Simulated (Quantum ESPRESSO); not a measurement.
TePb in Quantum ESPRESSO: the effect of functional

TePb:

```
CELL_PARAMETERS angstrom
0.00000 3.23100 3.23100
3.23100 0.00000 3.23100
3.23100 3.23100 0.00000
ATOMIC_POSITIONS crystal
Pb 0.00000 0.00000 0.00000
Te 0.50000 0.50000 0.50000
```

Alike in all runs:

| Item | Value |
| --- | --- |
| Program | Quantum ESPRESSO 7.5 |
| Task | phonons |
| Cutoff | 612 eV |
| Density cutoff | 4898 eV |
| k mesh | 2 × 2 × 2, shifted |
| Occupations | fermi-dirac, width 0.05 eV |
| Spin | no spin polarisation |

Each run relaxes the cell or the atoms first.

Task: One run gave: relaxed volume 32.28 Å³/atom; highest phonon frequency 95 cm⁻¹. Which functional did it use?
A. vdW-DF-cx
B. BLYP
C. RPBE
D. LDA
E. PBE

Result: A.

| functional | potentials or basis | relaxed volume (Å³/atom) | highest phonon frequency (cm⁻¹) |
| --- | --- | --- | --- |
| PBE | GBRV 1.5 PBE | 33.77 | 84 |
| LDA | GBRV 1.5 LDA | 31.13 | 97 |
| WC | GBRV 1.5 PBE | 32.10 | 94 |
| BLYP | GBRV 1.5 PBE | 36.47 | 70 |
| RPBE | GBRV 1.5 PBE | 34.95 | 77 |
| vdW-DF-cx | GBRV 1.5 PBE | 32.28 | 95 |

Caveats: all runs use coarse meshes; the potentials were made for another functional, which shifts forces and pressure (some runs).

Not every run made on this cell is shown here.
